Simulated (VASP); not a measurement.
**GaSb (strained measured structure): one PBE single-point calculation in two programs**

```
Ga Sb
1.0
     0.00000    3.15786    3.06588
     3.15786    0.00000    3.06588
     3.15786    3.15786    0.00000
Ga Sb
1 1
Direct
  0.00000 0.00000 0.00000
  0.25000 0.25000 0.25000
```

The two codes use different PAW datasets and cutoffs. VASP's cell holds 18 valence electrons and Ansatz's 28. Ansatz's stress includes a Pulay correction; VASP's doesn't.

Cutoffs: 520 eV in VASP, 420 eV in Ansatz. k meshes: 8×8×8 and 8×8×8.

```
                               VASP    Ansatz
gap between bands v and c   0.00 eV   0.00 eV
         least direct gap   0.00 eV   0.00 eV
                 pressure  -0.8 GPa  -0.8 GPa
```

Band v is the last that the valence electrons fill when counted band by band, and c is the next. Levels in eV from the top of v, Ansatz:

```tsv
point	v−1	v	c	c+1
Γ	-0.14	-0.14	0.02	2.66
X	-2.54	-2.54	0.75	1.18
K	-3.37	-2.02	1.44	3.80
L	-1.24	-1.03	0.18	3.60
W	-3.14	-2.92	3.25	3.99
```

VASP:

| point | v−1 | v | c | c+1 |
| --- | --- | --- | --- | --- |
| Γ | -0.14 | -0.14 | 0.02 | 2.65 |
| X | -2.55 | -2.55 | 0.74 | 1.18 |
| K | -3.38 | -2.03 | 1.43 | 3.79 |
| L | -1.24 | -1.04 | 0.18 | 3.59 |
| W | -3.14 | -2.92 | 3.24 | 3.98 |
